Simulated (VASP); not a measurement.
# Cs (C2/m) in VASP: a series of runs, part 2 of 2

VASP 6.6.1.

## 4. Single point, PBEsol

Contents of INCAR:

```
ADDGRID = False
ALGO = Normal
EDIFF = 1E-6
ENCUT = 300
GGA = PS
ISIF = 2
ISMEAR = 1
LASPH = True
LCHARG = False
LREAL = False
LWAVE = False
NELM = 100
PREC = Accurate
SIGMA = 0.1
```

Contents of KPOINTS:

```
k-points
0
Gamma
  11 11 11
```

Contents of POSCAR:

```
Cs
1.0
    3.0190110000     -4.3381320000      0.0000000000
    3.0190110000      4.3381320000      0.0000000000
   -2.5749360000      0.0000000000      4.4138870000
Cs
1
Direct
    0.0000000000      0.0000000000      0.5000000000
```

Potentials or basis: VASP PAW PBE potentials, release 64 (Cs_sv).

Launch:

```bash
$ cat potpaw_PBE.64/Cs_sv/POTCAR > POTCAR
$ mpirun -np 1 vasp_std > vasp.out
```

OUTCAR:

```text
EDIFF = 1E-6
   ENCUT = 300
   GGA = PS
   ISIF = 2
   ISMEAR = 1
   LASPH = True
   LREAL = False
   NELM = 100
   PREC = Accurate

 Found    366 irreducible k-points:

 Following reciprocal coordinates:
            Coordinates               Weight
  0.000000  0.000000  0.000000      1.000000
  0.090909  0.000000  0.000000      4.000000
  0.181818  0.000000  0.000000      4.000000
  0.272727 -0.000000  0.000000      4.000000
  0.363636  0.000000  0.000000      4.000000
  0.454545  0.000000 -0.000000      4.000000
[... 143 lines left out ...]
------------------------ aborting loop because EDIFF is reached ----------------------------------------

  FORCE on cell =-STRESS in cart. coord.  units (eV):
  Direction    XX          YY          ZZ          XY          YZ          ZX
  --------------------------------------------------------------------------------------
  -------------------------------------------------------------------------------------
  Total       -0.1065902     -0.1021063     -0.1015252      0.0000000      0.0000000     -0.1013160
  in kB       -1.4770970     -1.4149606     -1.4069083      0.0000000      0.0000000     -1.4040096
  external PRESSURE =      -1.4329886 kB  Pullay stress =       0.0000000 kB

 VOLUME and BASIS-vectors are now :
 -----------------------------------------------------------------------------
  energy-cutoff  :      300.00
  volume of cell :      115.62
      direct lattice vectors                 reciprocal lattice vectors
     3.019011000 -4.338132000  0.000000000     0.165617151 -0.115256982  0.096616330
     3.019011000  4.338132000  0.000000000     0.165617151  0.115256982  0.096616330
    -2.574936000  0.000000000  4.413887000     0.000000000  0.000000000  0.226557680

 POSITION                                       TOTAL-FORCE (eV/Angst)
 -----------------------------------------------------------------------------------
     -1.28747      0.00000      2.20694         0.000000      0.000000      0.000000
 -----------------------------------------------------------------------------------
    total drift:                               -0.000000     -0.000000      0.000000

  FREE ENERGIE OF THE ION-ELECTRON SYSTEM (eV)
  ---------------------------------------------------
  free  energy   TOTEN  =        -0.9357150172 eV

  energy  without entropy=       -0.9357380196  energy(sigma->0) =       -0.93572268
```

Run time: 74 s. Hardware: 1 thread of Intel Xeon Platinum 8488C (Sapphire Rapids), shared host; peak memory 0.27 GiB.

These settings aren't checked as converged: the numbers below hold their error.

Results:

```yaml
Free_energy: -0.9357 eV
Pressure: -0.1 GPa
Band_gap_on_the_k_mesh: none (metal or under the smearing width)
```

Caveat: the PAW data sets were made with another functional, which shifts forces and pressure a little.

## 5. Single point, PBEsol

INCAR is that of step 4.

KPOINTS is that of step 4.

Contents of POSCAR:

```
Cs
1.0
    3.0286440000     -4.4025590000     -0.0553060000
    2.9811710000      4.3695220000      0.0984760000
   -2.5313490000      0.0923220000      4.3694900000
Cs
1
Direct
   -0.0054440000      0.0010830000      0.4979030000
```

Potentials or basis: VASP PAW PBE potentials, release 64 (Cs_sv).

Launch:

```bash
$ cat potpaw_PBE.64/Cs_sv/POTCAR > POTCAR
$ mpirun -np 1 vasp_std > vasp.out
```

OUTCAR:

```text
EDIFF = 1E-6
   ENCUT = 300
   GGA = PS
   ISIF = 2
   ISMEAR = 1
   LASPH = True
   LREAL = False
   NELM = 100
   PREC = Accurate

 Found    666 irreducible k-points:

 Following reciprocal coordinates:
            Coordinates               Weight
  0.000000  0.000000  0.000000      1.000000
  0.090909  0.000000  0.000000      2.000000
  0.181818  0.000000  0.000000      2.000000
  0.272727  0.000000 -0.000000      2.000000
  0.363636  0.000000 -0.000000      2.000000
  0.454545  0.000000 -0.000000      2.000000
   k-points           NKPTS =    666   k-points in BZ     NKDIM =    666   number of bands    NBANDS=      8
   number of dos      NEDOS =    301   number of ions     NIONS =      1
   total plane-waves  NPLWV =  27000
   dimension x,y,z NGX =    30 NGY =   30 NGZ =   30
   dimension x,y,z NGXF=    60 NGYF=   60 NGZF=   60
   ions per type =               1
   NGX,Y,Z   is equivalent  to a cutoff of   9.33,  9.43,  9.87 a.u.
   NGXF,Y,Z  is equivalent  to a cutoff of  18.67, 18.85, 19.75 a.u.
 SYSTEM =  unknown system
   PREC   = accura    normal or accurate (medium, high low for compatibility)
   ISTART =      0    job   : 0-new  1-cont  2-samecut
   ICHARG =      2    charge: 1-file 2-atom 10-const
   ISPIN  =      1    spin polarized calculation?
   LNONCOLLINEAR =      F non collinear calculations
   LSORBIT =      F    spin-orbit coupling
   LASPH  =      T    aspherical Exc in radial PAW
   ENCUT  =  300.0 eV  22.05 Ry    4.70 a.u.   7.55  7.47  7.13*2*pi/ulx,y,z
   NELM   =    100;   NELMIN=  2; NELMDL= -5     # of ELM steps
   EDIFF  = 0.1E-05   stopping-criterion for ELM
   LREAL  =      F    real-space projection
   EDIFFG = 0.1E-04   stopping-criterion for IOM
   NSW    =      0    number of steps for IOM
   IBRION =     -1    ionic relax: 0-MD 1-quasi-New 2-CG
   NFREE  =      0    steps in history (QN), initial steepest desc. (CG)
   ISIF   =      2    stress and relaxation
   ISYM   =      2    0-nonsym 1-usesym 2-fastsym
   POTIM  = 0.5000    time-step for ionic-motion
   TEBEG  =    0.0;   TEEND  =   0.0 temperature during run
   PSTRESS=    0.0 pullay stress
   NELECT =       9.0000    total number of electrons
   NUPDOWN=      -1.0000    fix difference up-down
   EMIN   =  10.00;   EMAX   =-10.00  energy-range for DOS
   EFERMI =   0.00;   METHOD = LEGACY
   ISMEAR =     1;   SIGMA  =   0.10  broadening in eV -4-tet -1-fermi 0-gaus
   EFERMI_NEDOS =   21; number of points for ismear=-14 and -15
   IALGO  =     38    algorithm
   IMIX   =      4    mixing-type and parameters
     AMIX     =   0.40;   BMIX     =  1.00
     AMIX_MAG =   1.60;   BMIX_MAG =  1.00
  volume/ion in A,a.u.               =     115.62       780.22
  Fermi-wavevector in a.u.,A,eV,Ry     =   0.699009  1.320935  6.647991  0.488614
  Thomas-Fermi vector in A             =   1.782770
   LORBIT       =      0    0 simple, 1 ext, 2 COOP (PROOUT), +10 PAW based schemes
   GGA     = PS    functional components
   LHFCALC =     F    Hartree Fock is set to
   AEXX    =    0.0000 exact exchange contribution
   IVDW    =     0    specifies the selected vdW correction
   LEPSILON=     F    determine dielectric tensor
   LRPA    =     F    only Hartree local field effects (RPA)
 non-spin polarized calculation
 Methfessel and Paxton  Order N= 1 SIGMA  =   0.10
  energy-cutoff  :      300.00
  volume of cell :      115.62
 maximum number of plane-waves:      1384
   NGX = 15   NGY = 15   NGZ = 15

 number of electron       9.0000000 magnetization

 Free energy of the ion-electron system (eV)
  ---------------------------------------------------
  ext. energy  EPLUGINS =         0.00000000
  ---------------------------------------------------
  free energy    TOTEN  =        -0.93384835 eV

  energy without entropy =       -0.93383122  energy(sigma->0) =       -0.93384264

 E-fermi :   0.3652     XC(G=0):  -5.4628

 val. band max:        0.3644700019   @ k =  -0.2727   0.0909   0.4545
 cond. band min:       0.3676672702   @ k =   0.2727   0.1818   0.0909
 fundamental gap:      0.0031972683
 Fermi energy:         0.3652125406

 k-point     1 :       0.0000    0.0000    0.0000
  band No.  band energies     occupation
      1     -23.4967      2.00000
      2     -10.2267      2.00000
      3     -10.2190      2.00000
      4     -10.2043      2.00000
      5      -1.3156      2.00000
      6       2.5611      0.00000
      7       2.7981      0.00000
      8       3.0523      0.00000
[... 45 lines left out ...]
 k-point     6 :       0.4545    0.0000   -0.0000
  band No.  band energies     occupation
      1     -23.4919      2.00000
      2     -10.3386      2.00000
      3     -10.2487      2.00000
      4     -10.2119      2.00000
      5       0.2456      2.07065
      6       1.1693     -0.00000
      7       1.8850     -0.00000
      8       3.9280      0.00000

 [... further k-points ...]
[... 5 lines left out ...]
  --------------------------------------------------------------------------------------
  -------------------------------------------------------------------------------------
  Total       -0.1072693     -0.1235883     -0.0733636      0.0079494     -0.0029937     -0.1172417
  in kB       -1.4865080     -1.7126527     -1.0166524      0.1101604     -0.0414855     -1.6247031
  external PRESSURE =      -1.4052710 kB  Pullay stress =       0.0000000 kB

 VOLUME and BASIS-vectors are now :
 -----------------------------------------------------------------------------
  energy-cutoff  :      300.00
  volume of cell :      115.62
      direct lattice vectors                 reciprocal lattice vectors
     3.028644000 -4.402559000 -0.055306000     0.165058960 -0.114823640  0.098048647
     2.981171000  4.369522000  0.098476000     0.166342001  0.113250823  0.093973007
    -2.531349000  0.092322000  4.369490000    -0.001659677 -0.004005713  0.227982806

 POSITION                                       TOTAL-FORCE (eV/Angst)
 -----------------------------------------------------------------------------------
      1.75502     -4.32789      2.12068         0.000000     -0.000000     -0.000000
 -----------------------------------------------------------------------------------
    total drift:                                0.000008      0.000011     -0.000016

  FREE ENERGIE OF THE ION-ELECTRON SYSTEM (eV)
  ---------------------------------------------------
  free  energy   TOTEN  =        -0.9338483464 eV

  energy  without entropy=       -0.9338312165  energy(sigma->0) =       -0.93384264
```

OSZICAR:

```text
N       E                     dE             d eps       ncg     rms          rms(c)
DAV:   1     0.472426727774E+02    0.47243E+02   -0.24709E+03 10704   0.490E+02
DAV:   2     0.230213742524E+01   -0.44941E+02   -0.44477E+02 13040   0.109E+02
DAV:   3    -0.896164839952E+00   -0.31983E+01   -0.31976E+01 11392   0.382E+01
DAV:   4    -0.933206558257E+00   -0.37042E-01   -0.37041E-01 19712   0.473E+00
DAV:   5    -0.933234360864E+00   -0.27803E-04   -0.27802E-04 14056   0.753E-02    0.135E-01
DAV:   6    -0.933305220576E+00   -0.70860E-04   -0.11347E-03 18960   0.204E-01    0.918E-02
DAV:   7    -0.933796015882E+00   -0.49080E-03   -0.34431E-03 14024   0.371E-01    0.344E-02
DAV:   8    -0.933847382786E+00   -0.51367E-04   -0.95000E-05 15824   0.788E-02    0.430E-03
DAV:   9    -0.933848346371E+00   -0.96359E-06   -0.24132E-06 18032   0.979E-03
   1 F= -.93384835E+00 E0= -.93384264E+00  d E =-.171299E-04
```

Wall time 1.8 min (1 thread of Intel Xeon Platinum 8488C (Sapphire Rapids), shared host); peak memory 0.38 GiB.

The run converged, but some of its settings lie outside the range that counts as converged, so its numbers aren't taken as properties of the crystal.

What came out:

| Property | Result |
| --- | --- |
| Free energy | -0.9338 eV |
| Pressure | -0.1 GPa |
| Band gap on the k mesh | none (metal or under the smearing width) |

Caveat: the PAW data sets were made with another functional, which shifts forces and pressure a little.

## 6. Single point, PBEsol

INCAR: that of step 5 with these lines changed.

```diff
@@ -3,3 +3,3 @@
 EDIFF = 1E-6
-ENCUT = 300
+ENCUT = 600
 GGA = PS
```

Contents of KPOINTS:

```
k-points
0
Gamma
  8 8 8
```

Contents of POSCAR:

```
Cs
1.0
    3.0190110000     -4.3381320000      0.0000000000
    3.0190110000      4.3381320000      0.0000000000
   -2.5749360000      0.0000000000      4.4138870000
Cs
1
Direct
    0.0000000000      0.0000000000      0.5000000000
```

Potentials or basis: VASP PAW PBE potentials, release 64 (Cs_sv).

Launch:

```bash
$ cat potpaw_PBE.64/Cs_sv/POTCAR > POTCAR
$ mpirun -np 1 vasp_std > vasp.out
```

Run time: 1.8 min. Hardware: 1 thread of Intel Xeon Platinum 8488C (Sapphire Rapids), shared host; peak memory 0.36 GiB.

These settings aren't checked as converged: the numbers below hold their error.

Results:

```
Free energy            : -0.9321 eV
Pressure               : -0.1 GPa
Band gap on the k mesh : none (metal or under the smearing width)
```

Caveat: the PAW data sets were made with another functional, which shifts forces and pressure a little.

## 7. For comparison

An earlier run on the cell as given: functional PBE; potentials or basis VASP PAW PBE potentials, release 64 (Cs_sv); cutoff 520 eV; k mesh 6 × 6 × 6; occupations fermi-dirac, width 0.05 eV; no spin polarisation.

- Pressure: 0.0 GPa
- Band gap on the k mesh: none (metal or under the smearing width)
